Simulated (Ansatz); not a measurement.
Band table of Ga (omega type)

```
CELL_PARAMETERS angstrom
4.69341 0.00000 0.00000
-2.34670 4.06461 0.00000
0.00000 0.00000 3.03431
ATOMIC_POSITIONS crystal
Ga 0.00000 0.00000 0.00000
Ga 0.33333 0.66667 0.50000
Ga 0.66667 0.33333 0.50000
```

The cell comes from a relaxation on PAW files under the same functional, begun from a prototype that needn't be the stable phase.

All numbers are PBE results (scalar-relativistic) from Ansatz 0.2.0, with a Γ-centred 8×8×10 k mesh, Fermi–Dirac smearing of 0.05 eV, no spin polarisation. Methods: LAPW: all electrons, basis error target 1 meV/atom.

Path points, in fractions of the reciprocal vectors: Γ (0.000, 0.000, 0.000), M (0.500, 0.000, 0.000), K (0.333, 0.333, 0.000), A (0.000, 0.000, 0.500), L (0.500, 0.000, 0.500), H (0.333, 0.333, 0.500). Levels in eV from the Fermi level; bands 13 to 36, counted from the lowest band of the run. The gap is zero, the pressure 0.03 GPa.

```
# k(1/Å) point b13 b14 b15 b16 b17 b18 b19 b20 b21 b22 b23 b24 b25 b26 b27 b28 b29 b30 b31 b32 b33 b34 b35 b36
0.000 Γ -15.02 -14.87 -14.87 -14.83 -14.82 -14.80 -14.80 -14.77 -14.77 -14.77 -14.77 -14.76 -14.76 -14.64 -14.64 -10.87 -2.55 -2.25 -1.08 -1.08 -0.87 -0.87 4.68 8.14
0.110 - -15.02 -14.88 -14.88 -14.83 -14.82 -14.81 -14.81 -14.78 -14.78 -14.76 -14.76 -14.75 -14.74 -14.64 -14.64 -10.82 -3.00 -2.67 -1.64 -1.01 -0.23 0.10 4.73 8.18
0.221 - -15.01 -14.90 -14.90 -14.84 -14.82 -14.82 -14.82 -14.79 -14.78 -14.75 -14.75 -14.73 -14.71 -14.65 -14.64 -10.68 -4.04 -3.10 -2.20 -0.38 0.60 1.47 4.88 8.30
0.331 - -15.01 -14.93 -14.92 -14.85 -14.83 -14.82 -14.82 -14.79 -14.76 -14.73 -14.73 -14.71 -14.68 -14.67 -14.64 -10.44 -5.09 -3.46 -2.66 0.44 1.51 2.93 5.14 8.50
0.442 - -15.00 -14.95 -14.93 -14.86 -14.84 -14.83 -14.82 -14.80 -14.75 -14.72 -14.72 -14.69 -14.69 -14.65 -14.65 -10.11 -6.09 -3.75 -3.03 1.37 2.50 4.45 5.49 8.55
0.552 - -15.00 -14.97 -14.95 -14.87 -14.85 -14.83 -14.81 -14.80 -14.73 -14.72 -14.71 -14.69 -14.69 -14.66 -14.63 -9.68 -6.99 -3.95 -3.29 2.41 3.56 5.94 5.94 7.37
0.662 - -15.00 -14.96 -14.96 -14.88 -14.86 -14.83 -14.80 -14.79 -14.74 -14.72 -14.69 -14.68 -14.68 -14.66 -14.61 -9.15 -7.81 -4.07 -3.45 3.53 4.70 6.02 6.48 7.19
0.773 M -15.01 -14.96 -14.96 -14.89 -14.86 -14.83 -14.80 -14.78 -14.76 -14.72 -14.69 -14.68 -14.68 -14.67 -14.61 -8.55 -8.51 -4.11 -3.51 4.61 4.88 5.74 6.10 7.09
0.837 - -15.01 -14.96 -14.96 -14.88 -14.86 -14.83 -14.80 -14.78 -14.76 -14.72 -14.69 -14.68 -14.68 -14.67 -14.61 -8.53 -8.50 -4.53 -3.06 4.36 4.63 5.99 6.36 7.11
0.900 - -15.01 -14.96 -14.96 -14.88 -14.85 -14.83 -14.81 -14.79 -14.76 -14.71 -14.69 -14.68 -14.68 -14.67 -14.61 -8.48 -8.45 -5.12 -2.38 3.89 4.16 6.49 6.86 7.15
0.964 - -15.01 -14.96 -14.96 -14.88 -14.85 -14.84 -14.82 -14.79 -14.77 -14.71 -14.69 -14.68 -14.67 -14.67 -14.61 -8.40 -8.37 -5.70 -1.65 3.38 3.64 7.02 7.23 7.24
1.028 - -15.01 -14.96 -14.96 -14.87 -14.84 -14.84 -14.83 -14.79 -14.77 -14.70 -14.69 -14.67 -14.67 -14.66 -14.61 -8.29 -8.26 -6.26 -0.89 2.87 3.13 7.33 7.35 7.53
1.092 - -15.02 -14.96 -14.96 -14.86 -14.84 -14.83 -14.83 -14.80 -14.78 -14.69 -14.68 -14.67 -14.67 -14.66 -14.61 -8.14 -8.11 -6.78 -0.10 2.39 2.63 7.47 7.49 7.94
1.155 - -15.02 -14.96 -14.96 -14.86 -14.85 -14.84 -14.83 -14.80 -14.79 -14.68 -14.68 -14.67 -14.67 -14.67 -14.61 -7.97 -7.94 -7.28 0.71 1.93 2.16 7.63 7.65 8.11
1.219 K -15.02 -14.96 -14.96 -14.85 -14.85 -14.85 -14.82 -14.80 -14.80 -14.68 -14.67 -14.67 -14.67 -14.67 -14.61 -7.76 -7.76 -7.71 1.34 1.71 1.71 7.82 7.85 7.85
1.347 - -15.02 -14.96 -14.96 -14.85 -14.85 -14.83 -14.83 -14.81 -14.77 -14.69 -14.69 -14.67 -14.66 -14.66 -14.61 -8.58 -7.25 -7.22 0.65 0.91 3.37 7.04 7.55 7.93
1.474 - -15.00 -14.97 -14.96 -14.85 -14.85 -14.83 -14.82 -14.82 -14.74 -14.71 -14.69 -14.68 -14.66 -14.66 -14.62 -9.28 -6.60 -6.58 -0.04 0.22 5.22 6.20 6.34 6.49
1.602 - -14.99 -14.97 -14.94 -14.85 -14.84 -14.84 -14.83 -14.81 -14.73 -14.72 -14.71 -14.69 -14.67 -14.65 -14.65 -9.86 -5.84 -5.83 -0.60 -0.35 4.63 4.80 5.76 7.13
1.729 - -15.00 -14.94 -14.93 -14.84 -14.84 -14.83 -14.83 -14.80 -14.75 -14.72 -14.72 -14.69 -14.68 -14.68 -14.65 -10.30 -4.96 -4.95 -1.04 -0.79 3.04 3.14 5.29 8.57
1.857 - -15.01 -14.91 -14.90 -14.84 -14.83 -14.82 -14.82 -14.79 -14.77 -14.74 -14.74 -14.71 -14.71 -14.66 -14.64 -10.62 -4.00 -3.95 -1.33 -1.10 1.53 1.57 4.95 8.36
1.984 - -15.02 -14.88 -14.88 -14.83 -14.82 -14.81 -14.81 -14.78 -14.78 -14.76 -14.76 -14.74 -14.74 -14.64 -14.64 -10.80 -3.05 -2.91 -1.42 -1.26 0.14 0.14 4.74 8.19
2.112 Γ -15.02 -14.87 -14.87 -14.83 -14.82 -14.80 -14.80 -14.77 -14.77 -14.77 -14.77 -14.76 -14.76 -14.64 -14.64 -10.87 -2.55 -2.25 -1.08 -1.08 -0.87 -0.87 4.68 8.14
2.260 - -15.01 -14.87 -14.87 -14.82 -14.82 -14.82 -14.81 -14.80 -14.80 -14.75 -14.75 -14.75 -14.75 -14.64 -14.64 -10.78 -2.49 -2.18 -1.01 -1.01 -0.78 -0.78 3.61 9.37
2.407 - -14.99 -14.87 -14.87 -14.86 -14.86 -14.82 -14.82 -14.80 -14.78 -14.74 -14.74 -14.72 -14.72 -14.64 -14.64 -10.53 -2.35 -1.95 -0.78 -0.78 -0.52 -0.52 1.86 9.25
2.555 - -14.95 -14.90 -14.90 -14.86 -14.86 -14.85 -14.85 -14.77 -14.74 -14.74 -14.74 -14.70 -14.70 -14.64 -14.64 -10.11 -2.26 -1.56 -0.41 -0.41 -0.08 -0.08 0.30 7.54
2.703 - -14.93 -14.93 -14.92 -14.88 -14.88 -14.86 -14.86 -14.75 -14.75 -14.73 -14.69 -14.69 -14.69 -14.64 -14.64 -9.52 -2.77 -1.02 -0.38 0.06 0.06 0.53 0.53 5.88
2.851 - -14.95 -14.95 -14.90 -14.90 -14.88 -14.86 -14.86 -14.76 -14.76 -14.70 -14.68 -14.68 -14.65 -14.64 -14.64 -8.77 -3.99 -0.31 -0.04 0.60 0.60 1.29 1.29 4.34
2.999 - -14.97 -14.97 -14.91 -14.91 -14.86 -14.86 -14.86 -14.76 -14.76 -14.67 -14.67 -14.67 -14.64 -14.64 -14.62 -7.90 -5.26 0.54 0.73 1.08 1.08 2.19 2.19 2.95
3.147 A -14.98 -14.98 -14.92 -14.92 -14.86 -14.86 -14.85 -14.76 -14.76 -14.67 -14.67 -14.67 -14.63 -14.63 -14.61 -7.25 -6.05 1.23 1.28 1.28 1.73 1.76 2.17 2.90
3.257 - -14.98 -14.97 -14.93 -14.92 -14.85 -14.85 -14.83 -14.77 -14.77 -14.67 -14.67 -14.66 -14.64 -14.63 -14.61 -7.20 -6.00 0.31 1.16 1.27 1.43 1.99 2.16 2.82
3.368 - -14.97 -14.96 -14.95 -14.94 -14.86 -14.83 -14.79 -14.79 -14.78 -14.67 -14.67 -14.65 -14.65 -14.64 -14.61 -7.06 -5.86 -0.69 0.44 0.87 0.95 1.61 2.61 3.04
3.478 - -14.97 -14.96 -14.95 -14.94 -14.86 -14.81 -14.81 -14.79 -14.76 -14.68 -14.67 -14.66 -14.65 -14.64 -14.61 -6.83 -5.62 -1.67 -0.45 0.52 0.55 1.21 2.37 3.95
3.589 - -14.97 -14.96 -14.95 -14.92 -14.87 -14.83 -14.80 -14.79 -14.74 -14.70 -14.67 -14.66 -14.64 -14.64 -14.61 -6.51 -5.29 -2.60 -1.32 0.18 0.27 0.88 2.15 4.91
3.699 - -14.97 -14.97 -14.94 -14.91 -14.88 -14.83 -14.81 -14.78 -14.74 -14.71 -14.66 -14.66 -14.65 -14.64 -14.61 -6.10 -4.88 -3.45 -2.13 -0.05 0.06 0.64 1.98 5.91
3.809 - -14.98 -14.96 -14.93 -14.91 -14.89 -14.82 -14.81 -14.77 -14.75 -14.73 -14.66 -14.65 -14.65 -14.64 -14.61 -5.61 -4.42 -4.21 -2.84 -0.19 -0.07 0.50 1.88 6.85
3.920 L -14.98 -14.95 -14.93 -14.91 -14.90 -14.83 -14.80 -14.76 -14.75 -14.75 -14.66 -14.65 -14.65 -14.64 -14.61 -5.21 -4.70 -4.12 -3.22 -0.24 -0.11 0.45 1.84 7.35
3.984 - -14.98 -14.95 -14.93 -14.90 -14.90 -14.83 -14.80 -14.77 -14.76 -14.75 -14.66 -14.65 -14.65 -14.64 -14.61 -5.20 -4.69 -4.11 -3.20 -0.81 0.22 0.49 2.10 7.24
4.047 - -14.98 -14.94 -14.94 -14.90 -14.89 -14.84 -14.79 -14.78 -14.77 -14.75 -14.66 -14.64 -14.64 -14.64 -14.61 -5.16 -4.64 -4.08 -3.15 -1.41 -0.24 1.18 2.63 6.96
4.111 - -14.99 -14.95 -14.93 -14.89 -14.88 -14.84 -14.79 -14.78 -14.78 -14.75 -14.67 -14.64 -14.64 -14.64 -14.61 -5.08 -4.58 -4.02 -3.07 -1.97 -0.74 1.88 3.26 6.58
4.175 - -14.99 -14.95 -14.91 -14.89 -14.87 -14.85 -14.80 -14.80 -14.77 -14.74 -14.68 -14.64 -14.63 -14.63 -14.61 -4.98 -4.49 -3.94 -2.95 -2.49 -1.23 2.61 3.91 6.17
4.239 - -14.99 -14.96 -14.90 -14.88 -14.86 -14.85 -14.82 -14.81 -14.76 -14.74 -14.70 -14.64 -14.63 -14.62 -14.60 -4.85 -4.40 -3.85 -2.94 -2.80 -1.69 3.31 4.57 5.79
4.302 - -14.99 -14.96 -14.88 -14.87 -14.86 -14.85 -14.83 -14.83 -14.75 -14.74 -14.71 -14.64 -14.62 -14.62 -14.60 -4.68 -4.37 -3.76 -3.28 -2.61 -2.09 3.93 5.19 5.53
4.366 H -14.99 -14.96 -14.88 -14.88 -14.86 -14.86 -14.83 -14.83 -14.74 -14.73 -14.73 -14.64 -14.62 -14.62 -14.60 -4.49 -4.49 -3.72 -3.41 -2.40 -2.40 4.19 5.66 5.66
4.494 - -14.99 -14.96 -14.90 -14.88 -14.86 -14.85 -14.82 -14.81 -14.77 -14.71 -14.71 -14.64 -14.63 -14.62 -14.61 -5.08 -4.01 -3.97 -3.10 -2.49 -1.87 3.72 4.91 4.92
4.621 - -14.99 -14.95 -14.92 -14.88 -14.87 -14.85 -14.81 -14.79 -14.77 -14.70 -14.70 -14.65 -14.64 -14.62 -14.61 -5.72 -4.52 -3.41 -2.50 -2.06 -1.23 3.08 4.26 4.27
4.749 - -14.99 -14.95 -14.93 -14.90 -14.88 -14.84 -14.80 -14.80 -14.74 -14.69 -14.68 -14.67 -14.64 -14.63 -14.61 -6.27 -5.05 -2.68 -1.75 -1.41 -0.49 2.51 3.70 3.72
4.876 - -14.98 -14.96 -14.94 -14.93 -14.87 -14.82 -14.81 -14.79 -14.74 -14.68 -14.68 -14.68 -14.64 -14.63 -14.61 -6.70 -5.48 -1.83 -0.89 -0.63 0.33 2.06 3.26 3.27
5.004 - -14.97 -14.96 -14.95 -14.93 -14.86 -14.82 -14.80 -14.78 -14.78 -14.67 -14.67 -14.66 -14.65 -14.64 -14.61 -7.00 -5.79 -0.88 0.05 0.25 1.18 1.73 2.82 2.97
5.131 - -14.97 -14.97 -14.94 -14.92 -14.86 -14.84 -14.83 -14.78 -14.77 -14.67 -14.67 -14.66 -14.64 -14.63 -14.61 -7.19 -5.99 0.17 0.96 1.16 1.58 1.90 2.20 2.85
5.259 A -14.98 -14.98 -14.92 -14.92 -14.86 -14.86 -14.85 -14.76 -14.76 -14.67 -14.67 -14.67 -14.63 -14.63 -14.61 -7.25 -6.05 1.23 1.28 1.28 1.73 1.76 2.17 2.90
```
